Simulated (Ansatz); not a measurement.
# SnO2 (rutile): how the settings move a single-point run

Aim: see which settings change the result for SnO2 (rutile), by how much, and at what cost.

Computed with Ansatz 0.2.0 (reference: DFT PBE, scalar-relativistic, plane waves, PAW, unless a step's input says otherwise).

2 further runs of the same task are left out: 2 that didn't finish. Runs told in other sessions of the task aren't counted.

## Step 1: The starting structure

The structure is tetragonal, space group P4_2/mnm (No. 136). The conventional cell has a = 4.828 Å, b = 4.828 Å, c = 3.238 Å, α = 90.00°, β = 90.00°, γ = 90.00°. Sn (site symmetry mmm) has 6 O at 2.09 Å in its first shell of neighbours. O (site symmetry m2m) has 3 Sn at 2.09 Å in its first shell of neighbours.

Coordinates:

```
Sn O
1.0
     4.82757    0.00000    0.00000
     0.00000    4.82757    0.00000
     0.00000    0.00000    3.23810
Sn O
2 4
Direct
  0.00000 0.00000 0.00000
  0.50000 0.50000 0.50000
  0.30658 0.30658 0.00000
  0.80658 0.19342 0.50000
  0.19342 0.80658 0.50000
  0.69342 0.69342 0.00000
```

## Step 2: The reference run

input.yaml

```yaml
crystal:
  lattice:
    - [4.8275742947, 0.0, 0.0]
    - [0.0, 4.8275742947, 0.0]
    - [0.0, 0.0, 3.2381011166]
  atoms:
    - { symbol: Sn, position: [0.0, 0.0, 0.0] }
    - { symbol: Sn, position: [0.5, 0.5, 0.5] }
    - { symbol: O, position: [0.3065775573, 0.3065775573, 0.0] }
    - { symbol: O, position: [0.8065775573, 0.1934224427, 0.5] }
    - { symbol: O, position: [0.1934224427, 0.8065775573, 0.5] }
    - { symbol: O, position: [0.6934224427, 0.6934224427, 0.0] }
basis:
  ecutwfc: 420
  ecutrho_ratio: 4
kpoints:
  mp_grid: { grid: [6, 6, 10] }
  band_path:
    path:
      - [[0.0, 0.0, 0.0], [0.0, 0.5, 0.0], [0.5, 0.5, 0.0], [0.0, 0.0, 0.0], [0.0, 0.0, 0.5], [0.0, 0.5, 0.5], [0.5, 0.5, 0.5], [0.0, 0.0, 0.5]]
      - [[0.0, 0.5, 0.0], [0.0, 0.5, 0.5]]
      - [[0.5, 0.5, 0.0], [0.5, 0.5, 0.5]]
    npoints: 14
hamiltonian:
  xc: pbe
scf:
  occupations: { method: gaussian, width: 0.05 }
  n_extra_bands: 19
output:
  forces: true
  stress: true
  eigenvalues: true
  populations: true
  dos: { projected: true, de: 0.02, nscf_kmesh: { grid: [9, 9, 15] } }
  bader: true
  write_density: true
  write_potential: true
  elf: true
  volumetric_format: npy
```

On the command line:

```
$ ansatz run input.yaml --threads 4 --pin off --max-ram 7168MiB --backend cpu --events-out ev --progress --plain --runs-dir out
```

## Step 3: A run with other settings

input.yaml

```yaml
crystal:
  lattice:
    - [4.8275742947, 0.0, 0.0]
    - [0.0, 4.8275742947, 0.0]
    - [0.0, 0.0, 3.2381011166]
  atoms:
    - { symbol: Sn, position: [0.0, 0.0, 0.0] }
    - { symbol: Sn, position: [0.5, 0.5, 0.5] }
    - { symbol: O, position: [0.3065775573, 0.3065775573, 0.0] }
    - { symbol: O, position: [0.8065775573, 0.1934224427, 0.5] }
    - { symbol: O, position: [0.1934224427, 0.8065775573, 0.5] }
    - { symbol: O, position: [0.6934224427, 0.6934224427, 0.0] }
basis:
  ecutwfc: 420
  ecutrho_ratio: 4
  xc_grid: 1
kpoints:
  mp_grid: { grid: [6, 6, 10] }
hamiltonian:
  xc: pbe
scf:
  occupations: { method: gaussian, width: 0.05 }
  lower_state_search: "off"
  convergence: { dr2_threshold: 0.0001 }
output:
  forces: true
  stress: true
```

## Step 5: Changed: dispersion d3bj, pseudopotentials.kind nc, pseudopotentials.accuracy standard

input.yaml

```yaml
crystal:
  lattice:
    - [4.8275742947, 0.0, 0.0]
    - [0.0, 4.8275742947, 0.0]
    - [0.0, 0.0, 3.2381011166]
  atoms:
    - { symbol: Sn, position: [0.0, 0.0, 0.0] }
    - { symbol: Sn, position: [0.5, 0.5, 0.5] }
    - { symbol: O, position: [0.3065775573, 0.3065775573, 0.0] }
    - { symbol: O, position: [0.8065775573, 0.1934224427, 0.5] }
    - { symbol: O, position: [0.1934224427, 0.8065775573, 0.5] }
    - { symbol: O, position: [0.6934224427, 0.6934224427, 0.0] }
basis:
  ecutwfc: 420
  ecutrho_ratio: 4
kpoints:
  mp_grid: { grid: [6, 6, 10] }
hamiltonian:
  xc: pbe
  dispersion: d3bj
  pseudopotentials: { kind: nc, accuracy: standard }
scf:
  occupations: { method: gaussian, width: 0.05 }
output:
  forces: true
  stress: true
```

## Step 6: Changed: pseudopotentials.kind nc, pseudopotentials.accuracy standard

input.yaml

```yaml
crystal:
  lattice:
    - [4.8275742947, 0.0, 0.0]
    - [0.0, 4.8275742947, 0.0]
    - [0.0, 0.0, 3.2381011166]
  atoms:
    - { symbol: Sn, position: [0.0, 0.0, 0.0] }
    - { symbol: Sn, position: [0.5, 0.5, 0.5] }
    - { symbol: O, position: [0.3065775573, 0.3065775573, 0.0] }
    - { symbol: O, position: [0.8065775573, 0.1934224427, 0.5] }
    - { symbol: O, position: [0.1934224427, 0.8065775573, 0.5] }
    - { symbol: O, position: [0.6934224427, 0.6934224427, 0.0] }
basis:
  ecutwfc: 420
  ecutrho_ratio: 4
kpoints:
  mp_grid: { grid: [6, 6, 10] }
hamiltonian:
  xc: pbe
  pseudopotentials: { kind: nc, accuracy: standard }
scf:
  occupations: { method: gaussian, width: 0.05 }
output:
  forces: true
  stress: true
```

## Step 7: Variant: dr2_threshold 1.0e-06, chi_scale 0.0

input.yaml

```yaml
crystal:
  lattice:
    - [4.8275742947, 0.0, 0.0]
    - [0.0, 4.8275742947, 0.0]
    - [0.0, 0.0, 3.2381011166]
  atoms:
    - { symbol: Sn, position: [0.0, 0.0, 0.0] }
    - { symbol: Sn, position: [0.5, 0.5, 0.5] }
    - { symbol: O, position: [0.3065775573, 0.3065775573, 0.0] }
    - { symbol: O, position: [0.8065775573, 0.1934224427, 0.5] }
    - { symbol: O, position: [0.1934224427, 0.8065775573, 0.5] }
    - { symbol: O, position: [0.6934224427, 0.6934224427, 0.0] }
basis:
  ecutwfc: 420
  ecutrho_ratio: 4
kpoints:
  mp_grid: { grid: [6, 6, 10] }
hamiltonian:
  xc: pbe
scf:
  occupations: { method: gaussian, width: 0.05 }
  convergence: { dr2_threshold: 1.0e-06 }
  initial_density: { chi_scale: 0.0 }
output:
  forces: true
  stress: true
  write_density: true
  write_potential: true
  elf: true
  volumetric_format: npy
```

(Steps that only read results are left out.)

What does the calculation give? Wanted: for each run, ending; energy change; pressure; gap; force.

**Answer**, as computed:

| run | ending | energy change | pressure (GPa) | gap (eV) | force (eV/Å) | cycles | time |
| --- | --- | --- | --- | --- | --- | --- | --- |
| reference | converged | 0 | 0.0 | 0.68 | 0.00 | 6 | 20 s |
| 1: xc_grid 1, lower_state_search off, dr2_threshold 0.0001 | converged | 0.0 meV/atom | 0.0 | 0.68 | 0.00 | 6 | 1.8 s |
| 2: dispersion d3bj, pseudopotentials.kind nc, pseudopotentials.accuracy standard | converged | not comparable | 10.1 | 0.05 | 0.36 | 9 | 2 s |
| 3: pseudopotentials.kind nc, pseudopotentials.accuracy standard | converged | not comparable | 12.9 | 0.05 | 0.36 | 9 | 2 s |
| 4: dr2_threshold 1.0e-06, chi_scale 0.0 | converged | 0.0 meV/atom | 0.0 | 0.68 | 0.00 | 7 | 3.1 s |

Times don't compare one to one where runs were asked for different outputs or read a saved state (see the inputs); cycles may leave out searches for a lower state.

Residual by cycle in the longest SCF loop of each run; runs are numbered as in the table. The quantity is the density residual dr2, in eV.

| cycle | reference | run 1 | run 2 | run 3 | run 4 |
| --- | --- | --- | --- | --- | --- |
| 1 | 5.4e-4 | 5.5e-4 | 13 | 13 | 20.7 |
| 2 | 1.1e-4 | 1.1e-4 | 2.83 | 2.83 | 0.905 |
| 3 | 3.0e-5 | 3.0e-5 | 0.0544 | 0.0544 | 0.302 |
| 4 | 5.6e-7 | 1.1e-6 | 0.00661 | 0.00661 | 0.00201 |
| 5 | 3.8e-8 | 8.1e-8 | 3.9e-4 | 3.9e-4 | 2.1e-4 |
| 6 | 2.0e-9 | 7.2e-9 | 2.0e-5 | 2.0e-5 | 6.4e-6 |
| 7 | - | - | 4.3e-6 | 4.3e-6 | 6.5e-7 |
| 8 | - | - | 2.2e-7 | 2.2e-7 | - |
| 9 | - | - | 3.4e-8 | 3.4e-8 | - |

**Reading.** Of the converged runs whose energies compare with the reference's, none moves it noticeably. Runs 2 and 3 ran under the cutoff that the potentials recommend, as the log warns, so basis error is mixed into their values, and swamps them where the cutoff is far short.

These are semilocal Kohn-Sham gaps, which aren't the measured quantity. Such gaps usually fall short of the measured ones. Spin-orbit coupling is left out, though the cell holds Sn; it can move the gap.
